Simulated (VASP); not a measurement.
**ZnS (Wurtzite-4H): relaxation of cell and atoms with AM05**

ZnS (Wurtzite-4H):

```
Zn S
1.0
     3.82270    0.00000    0.00000
    -1.91135    3.31056    0.00000
     0.00000    0.00000   12.52000
Zn S
4 4
Cartesian
  1.9114 1.1035 9.3900
  0.0000 2.2070 3.1300
  0.0000 0.0000 6.2600
  0.0000 0.0000 0.0000
  1.9114 1.1035 11.7375
  0.0000 2.2070 5.4775
  0.0000 0.0000 8.6075
  0.0000 0.0000 2.3475
```

* Program: VASP 6.6.1
* Task: relaxation of cell and atoms
* Functional: AM05
* Potentials or basis: VASP PAW PBE potentials, release 64 (Zn, S)
* Cutoff: 600 eV
* k mesh: 8 × 8 × 3
* Occupations: fermi-dirac, width 0.05 eV
* Spin: no spin polarisation
* Further INCAR settings: ALGO = Normal; EDIFF = 1e-06; IBRION = 2; EDIFFG = -0.02; NSW = 40; ISIF = 3

```
Relaxed volume                         : 19.40 Å³/atom
Relaxed cell                           : a = 3.798 Å, b = 3.798 Å, c = 12.428 Å, α = 90.00°, β = 90.00°, γ = 120.00°
Space group after relaxing (to 0.05 Å) : P6_3mc (No. 186)
Energy gained by relaxing              : 1.9 meV/atom
Ionic steps                            : 3
Pressure after relaxing                : 0.0 GPa
Largest force after relaxing           : 0.020 eV/Å
Band gap on the k mesh                 : 2.21 eV, direct
```

Forces in eV/Å, atoms in the order of the input:
```
Zn   0.000  0.000  0.001
Zn   0.000  0.000  0.001
Zn   0.000  0.000  0.008
Zn   0.000  0.000  0.008
S    0.000  0.000  0.011
S    0.000  0.000  0.011
S    0.000  0.000 -0.020
S    0.000  0.000 -0.020
```

Step by step:
```csv
step,energy change (eV),largest force (eV/Å),pressure (GPa),volume (Å³)
1,0.0000,0.0377,-1.45,158.44
2,-0.0139,0.0139,0.43,154.38
3,-0.0150,0.0196,0.04,155.23
```

Final structure:
```cif
data_structure
_symmetry_space_group_name_H-M 'P 1'
_symmetry_Int_Tables_number 1
_cell_length_a 3.7977
_cell_length_b 3.7977
_cell_length_c 12.4284
_cell_angle_alpha 90.000
_cell_angle_beta 90.000
_cell_angle_gamma 120.000
_cell_volume 155.23
loop_
_atom_site_label
_atom_site_type_symbol
_atom_site_fract_x
_atom_site_fract_y
_atom_site_fract_z
_atom_site_occupancy
Zn1 Zn 0.66667 0.33333 0.75002 1
Zn2 Zn 0.33333 0.66667 0.25002 1
Zn3 Zn 0.00000 0.00000 0.50005 1
Zn4 Zn 0.00000 0.00000 0.00005 1
S1 S 0.66667 0.33333 0.93755 1
S2 S 0.33333 0.66667 0.43755 1
S3 S 0.00000 0.00000 0.68739 1
S4 S 0.00000 0.00000 0.18739 1
```

Levels at points of the mesh, in eV from the valence-band top:
```csv
k point,band 32,band 33,band 34,band 35,band 36,band 37,band 38,band 39,band 40,band 41
"(0.00, 0.00, 0.00)",-0.48,-0.48,-0.04,0.00,0.00,2.21,3.19,3.41,3.66,6.28
"(0.50, 0.00, 0.00)",-1.66,-1.65,-1.63,-1.15,-0.91,3.29,3.32,3.72,4.31,4.85
```

Wall time 5 min on 1 thread of AMD EPYC 9R14 (Zen 4), with other jobs on the host, peak memory 0.36 GiB.

Caveat: the PAW data sets were made with another functional, which shifts forces and pressure a little; an odd mesh through Γ misses points on the zone boundary, where band edges often lie. AM05 gaps usually lie below the measured ones, often by a third to a half.
